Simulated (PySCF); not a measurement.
These 2 structures share the formula C3H6O. The calculation used PySCF, PBE0-D3(BJ)/def2-SVP geometry optimisation, gas phase. One conformer each; no zero-point energy, no entropy. No frequencies were run at this level. Point groups hold within 0.08 Å.

Problem. Order them by energy at this level, lowest first, and give relative energies in kcal/mol.
A. oxetane, `C1COC1`
B. `[CH3:1][CH2:2][CH:3]=[O:4]` with C1–C2–C3–O4 -1° (propanal)

Solution. B (0.0), A (23.2).

As drawn, the lower has a C=O bond, which the higher lacks; the higher has a four-membered ring, which the lower lacks.

```csv
SMILES,E (Eh),E rel (kcal/mol),dipole (D),point group,"A, B, C (MHz)"
CCC=O,-192.78157,0.0,2.55,–,"16795, 5913, 4622"
C1COC1,-192.74455,23.2,1.93,near C2v,"12239, 11899, 6831"
```

Problem. How do the relative energies change in single points at PBE0/pcSseg-1 (no added dispersion term) on the same geometries?

Solution. 
| SMILES | PBE0-D3(BJ)/def2-SVP (kcal/mol) | PBE0/pcSseg-1 (kcal/mol) | shift |
| --- | --- | --- | --- |
| CCC=O | 0.0 | 0.0 | 0.0 |
| C1COC1 | 23.2 | 24.3 | +1.1 |

Each column counts from its own lowest isomer. The order is unchanged; the largest shift is 1.1 kcal/mol.
